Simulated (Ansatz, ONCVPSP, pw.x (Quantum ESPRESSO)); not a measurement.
## What a changed setting does to a pw.x run (fcc Ru)

Potential: optimised norm-conserving Vanderbilt (ONCV), ONCVPSP 4.0.1.1 (patched build), PBE; core [Ar] 3d10, reference 4s2 4p6 4d7 5s0.5; waves: 4s+5s: rc 1.75 bohr, ncon 4, nbas 7, qcut 5.7 1/bohr, 2 projectors; 4p: rc 1.65 bohr, ncon 4, nbas 7, qcut 6.9 1/bohr, 1 projector; 4d: rc 2.00 bohr, ncon 3, nbas 8, qcut 6.8 1/bohr, 1 projector; local part: polynomial inside 1.15 bohr (lpopt 4, dvloc0 2 Ha); core correction: Teter function, fcfact 5.25, rcfact 1.05.

The reference run (k-mesh 15³, cutoffs 50/200 Ry, Fermi–Dirac 0.01 Ry, mixing_beta 0.4, conv_thr 1e-9, no spin) gives -1.23 GPa at 13.814 Å³/atom, where all-electron LAPW gives 0.83 GPa. This run, with its own iteration cap, changes ecutrho/ecutwfc to 6.

```
&control
  calculation='scf', prefix='x', pseudo_dir='./', outdir='./tmp', tstress=.true., disk_io='none'
/
&system
  ibrav=0, nat=1, ntyp=1, ecutwfc=50, ecutrho=300, nbnd=16,
  occupations='smearing', smearing='fd', degauss=0.01
/
&electrons
  conv_thr=1e-09, mixing_beta=0.4, electron_maxstep=50
/
ATOMIC_SPECIES
Ru 1.0 Ru.UPF
CELL_PARAMETERS angstrom
  0.00000000 1.90442183 1.90442183
  1.90442183 0.00000000 1.90442183
  1.90442183 1.90442183 0.00000000
ATOMIC_POSITIONS crystal
Ru 0.0000 0.0000 0.0000
K_POINTS automatic
15 15 15 0 0 0
```

```bash
pw.x < Ru.scf.in > Ru.scf.out
```

**Question.** How does the run end?

**Answer.** It converges in 9 iterations; the free energy moves by +0.0 meV/atom and the pressure by +0.00 GPa. The result is that of the reference run.

```
Message from routine setup:
     using ibrav=0 with symmetry is DISCOURAGED, use correct ibrav instead
     lattice parameter (alat)  =       5.0895  a.u.
     unit-cell volume          =      93.2215 (a.u.)^3
     number of electrons       =        16.00
     number of Kohn-Sham states=           16
     kinetic-energy cutoff     =      50.0000  Ry
     charge density cutoff     =     300.0000  Ry
     scf convergence threshold =      1.0E-09
     Exchange-correlation= PBE
     number of k points=   120  Fermi-Dirac smearing, width (Ry)=  0.0100
     iteration #  1     ecut=    50.00 Ry     beta= 0.40
     total energy              =    -195.23843921 Ry
     estimated scf accuracy    <       0.67007052 Ry
     iteration #  2     ecut=    50.00 Ry     beta= 0.40
     total energy              =    -195.31842733 Ry
     estimated scf accuracy    <       0.02129728 Ry
     iteration #  3     ecut=    50.00 Ry     beta= 0.40
     total energy              =    -195.32276667 Ry
     estimated scf accuracy    <       0.00153639 Ry
     iteration #  4     ecut=    50.00 Ry     beta= 0.40
     total energy              =    -195.32266912 Ry
     estimated scf accuracy    <       0.00137592 Ry
     iteration #  5     ecut=    50.00 Ry     beta= 0.40
     total energy              =    -195.32285139 Ry
     estimated scf accuracy    <       0.00002370 Ry
     iteration #  6     ecut=    50.00 Ry     beta= 0.40
     total energy              =    -195.32285849 Ry
     estimated scf accuracy    <       0.00000245 Ry
     iteration #  7     ecut=    50.00 Ry     beta= 0.40
     total energy              =    -195.32285879 Ry
     estimated scf accuracy    <       0.00000010 Ry
     iteration #  8     ecut=    50.00 Ry     beta= 0.40
     total energy              =    -195.32285878 Ry
     estimated scf accuracy    <       0.00000010 Ry
     iteration #  9     ecut=    50.00 Ry     beta= 0.40
     the Fermi energy is    23.0800 ev
!    total energy              =    -195.32285880 Ry
     estimated scf accuracy    <          1.9E-10 Ry
     smearing contrib. (-TS)   =      -0.00469279 Ry
     The total energy is F=E-TS. E is the sum of the following terms:
     one-electron contribution =     -35.08752173 Ry
     hartree contribution      =      28.98384119 Ry
     xc contribution           =     -26.14442700 Ry
     ewald contribution        =    -163.07005847 Ry
     convergence has been achieved in   9 iterations
          total   stress  (Ry/bohr**3)                   (kbar)     P=      -12.33
     Message from routine punch:
     Nothing written, as per user request (disk_io='none')
```

The run took about 23 s on one core of a shared host (Neoverse-N1, 64 threads, 124 GiB, load 61).
